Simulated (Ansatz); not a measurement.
**BP: response to strain**

Aim: deform BP (equal xx and yy strain of +2 %) and compute stress, forces and field gradients with LAPW, PAW and all-electron datasets made for the crystal.

Program: Ansatz 0.2.0. Level of theory: DFT PBE, scalar-relativistic. These are calculated values, not measurements.

## Step 1: Starting point

The structure is cubic, space group F-43m (No. 216). Conventional cell: a = 4.538 Å, b = 4.538 Å, c = 4.538 Å, α = 90.00°, β = 90.00°, γ = 90.00°. B (site symmetry -43m) is surrounded by 4 P at 1.97 Å. P (site symmetry -43m) has 4 B at 1.97 Å as nearest neighbours.

As a file:

```
B P
1.0
     0.00000    2.26900    2.26900
     2.26900    0.00000    2.26900
     2.26900    2.26900    0.00000
B P
1 1
Cartesian
  0.0000 0.0000 0.0000
  3.4035 3.4035 3.4035
```

Atoms are numbered in the order of the input: B1, P2.

## Step 2: The deformed structure

Space group F-43m before, I-4m2 after.

## Step 3: LAPW, all electrons

Input file input.yaml:

```yaml
crystal:
  lattice:
    - [0.0, 2.31438, 2.269]
    - [2.31438, 0.0, 2.269]
    - [2.31438, 2.31438, 0.0]
  atoms:
    - { symbol: B, position: [0.0, 0.0, 0.0] }
    - { symbol: P, position: [0.75, 0.75, 0.75] }
kpoints:
  mp_grid: { grid: [15, 15, 15] }
  band_path:
    path:
      - [0.0, 0.0, 0.0]
      - [0.0, 0.5, 0.5]
      - [0.25, 0.75, 0.5]
      - [0.0, 0.5, 0.0]
      - [0.0, 0.0, 0.0]
      - [0.5, 0.5, 0.0]
      - [0.38005, 0.61995, 0.0]
      - [-0.38005, 0.38005, 0.0]
      - [0.0, 0.0, 0.0]
    npoints: 5
scf:
  occupations: { method: fermi_dirac, width: 0.05 }
hamiltonian:
  xc: pbe
  pseudopotentials: { kind: all_electron, lapw: { basis_error: 0.001 } }
output:
  forces: true
  stress: true
  eigenvalues: true
```

Run with:

```sh
$ ansatz run input.yaml --threads 1 --pin off --max-ram 3072MiB --backend cpu --events-out ev --progress --plain --runs-dir out
```

## Step 4: Frozen-core PAW

Input file input.yaml:

```yaml
crystal:
  lattice:
    - [0.0, 2.31438, 2.269]
    - [2.31438, 0.0, 2.269]
    - [2.31438, 2.31438, 0.0]
  atoms:
    - { symbol: B, position: [0.0, 0.0, 0.0] }
    - { symbol: P, position: [0.75, 0.75, 0.75] }
kpoints:
  mp_grid: { grid: [15, 15, 15] }
scf:
  occupations: { method: fermi_dirac, width: 0.05 }
hamiltonian:
  xc: pbe
  pseudopotentials: { kind: paw }
output:
  forces: true
  stress: true
  eigenvalues: true
  efg: { contact_densities: true }
  write_density: true
  write_potential: true
  elf: true
  volumetric_format: npy
```

## Step 5: All-electron PAW on datasets made for the crystal

input.yaml, as its differences from that of step 4:

```diff
@@ -14,3 +14,3 @@
   xc: pbe
-  pseudopotentials: { kind: paw }
+  pseudopotentials: { kind: all_electron, datasets: crystal }
 output:
@@ -20,5 +20 @@
   efg: { contact_densities: true }
-  write_density: true
-  write_potential: true
-  elf: true
-  volumetric_format: npy
```

(Steps that only read results are left out.)

What does the calculation give? Wanted: pressure; largest shear or deviatoric stress.

The runs gave:

```
                                 quantity                                              value
                                 pressure  LAPW -5.02, PAW -4.98, crystal datasets -5.02 GPa
largest shear or deviatoric stress (LAPW)                                           3.33 GPa
```

In words: The largest part of the stress beyond the pressure is 3.33 GPa in size, in the zz component; the atoms are carried along and not relaxed. No run of the undeformed cell stands beside it, so the pressure holds what the given cell had before the change. PAW: stress within 0.04 GPa of LAPW. Crystal datasets: stress within 0.01 GPa of LAPW.
